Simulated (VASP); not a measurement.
**Ru: single point with LDA**

Slab: Ru, a slab with vacuum.

```
CELL_PARAMETERS angstrom
5.34777 0.00000 0.00000
-2.67389 4.63131 0.00000
0.00000 0.00000 21.22642
ATOMIC_POSITIONS crystal
Ru 0.16667 0.33333 0.40044
Ru 0.16667 0.83333 0.40044
Ru 0.66667 0.33333 0.40044
Ru 0.66667 0.83333 0.40044
Ru 0.33333 0.16667 0.49650
Ru 0.33333 0.66667 0.49650
Ru 0.83333 0.16667 0.49650
Ru 0.83333 0.66667 0.49650
Ru 0.16667 0.33333 0.59255
Ru 0.16667 0.83333 0.59255
Ru 0.66667 0.33333 0.59255
Ru 0.66667 0.83333 0.59255
```

The slab is cut from a database's or a generator's crystal, which needn't be the stable form of the element.

The cell isn't the ideal one: clean slab, lower half held.

```json
{
 "Program": "VASP 6.6.1",
 "Task": "single point",
 "Functional": "LDA",
 "Potentials or basis": "VASP PAW LDA potentials, release 64 (Ru_pv)",
 "Cutoff": "520 eV",
 "k mesh": "6 × 6 × 1",
 "Occupations": "gaussian, width 0.1 eV",
 "Spin": "no spin polarisation",
 "Dipole correction": "yes",
 "Further INCAR settings": "ALGO = Fast; EDIFF = 1e-07; NBANDS = 96"
}
```

- Largest force: 0.069 eV/Å
- Band gap on the k mesh: none (metal or under the smearing width)

Forces on the atoms (eV/Å):
```
Ru   0.000  0.000 -0.069
Ru   0.000  0.000 -0.069
Ru   0.000  0.000 -0.069
Ru   0.000  0.000 -0.069
Ru   0.000  0.000  0.000
Ru   0.000  0.000  0.000
Ru   0.000  0.000  0.000
Ru   0.000  0.000  0.000
Ru   0.000  0.000  0.069
Ru   0.000  0.000  0.069
Ru   0.000  0.000  0.069
Ru   0.000  0.000  0.069
```

Levels at points of the mesh, in eV from the Fermi level:
| k point | band 81 | band 82 | band 83 | band 84 | band 85 | band 86 | band 87 | band 88 |
| --- | --- | --- | --- | --- | --- | --- | --- | --- |
| (0.00, 0.00, 0.00) | 0.45 | 0.45 | 0.45 | 0.60 | 0.60 | 1.13 | 1.16 | 1.16 |
| (0.50, 0.00, 0.00) | -0.81 | -0.81 | -0.48 | -0.48 | -0.35 | -0.35 | -0.08 | -0.08 |

It took 12 min on 1 thread of Intel(R) Xeon(R) Platinum 8488C (Sapphire Rapids), on a shared host, peak memory 0.54 GiB.
